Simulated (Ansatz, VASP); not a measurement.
# One calculation of Be, two programs

The input INCAR:

```
PREC     = Accurate       # precision mode
ENCUT    = 520            # plane-wave cutoff, eV
EDIFF    = 1E-6           # SCF threshold, eV
ISMEAR   = -1             # smearing method
SIGMA    = 0.05           # smearing width, eV
LREAL    = False          # projectors in reciprocal space
LASPH    = True           # aspherical terms in the spheres
NELM     = 80             # most SCF steps
ALGO     = Normal         # electronic algorithm
ISIF     = 2              # what is computed and relaxed
LWAVE    = False          # write WAVECAR
LCHARG   = False          # write CHGCAR
GGA      = PE             # functional
NBANDS   = 7              # bands
```

KPOINTS

```
regular mesh
0
Gamma
  20 20 20
```

POSCAR

```
Be
1.0
   -1.2331718063      1.2331718063      1.2331718063
    1.2331718063     -1.2331718063      1.2331718063
    1.2331718063      1.2331718063     -1.2331718063
Be
1
Direct
    0.0000000000      0.0000000000      0.0000000000
```

Input for Ansatz:

```yaml
crystal:
  lattice:
    - [-1.2331718063, 1.2331718063, 1.2331718063]
    - [1.2331718063, -1.2331718063, 1.2331718063]
    - [1.2331718063, 1.2331718063, -1.2331718063]
  atoms:
    - { symbol: Be, position: [0.0, 0.0, 0.0] }
kpoints:
  mp_grid: { grid: [20, 20, 20] }
scf:
  occupations: { method: fermi_dirac, width: 0.05 }
hamiltonian:
  xc: pbe
  pseudopotentials: { kind: all_electron, lapw: { basis_error: 0.001 } }
output:
  forces: true
  stress: true
  eigenvalues: true
```

Change from the starting cell: volume scaled by 0.96.

Alike in both runs: task single point; functional PBE; k mesh 20 × 20 × 20; occupations fermi-dirac, width 0.05 eV; no spin polarisation.

|  | VASP | Ansatz |
| --- | --- | --- |
| version | VASP 6.6.1 | Ansatz 0.2.0 |
| potentials or method | VASP PAW PBE potentials, release 64 (Be) | all-electron LAPW, scalar-relativistic |
| plane-wave cutoff (eV) | 520 | see its input |

```csv
,VASP,Ansatz,Ansatz less VASP
pressure (GPa),5.6,5.4,-0.21
```

Ansatz ran all-electron here, so the differences hold the error of VASP's frozen core and of both bases.
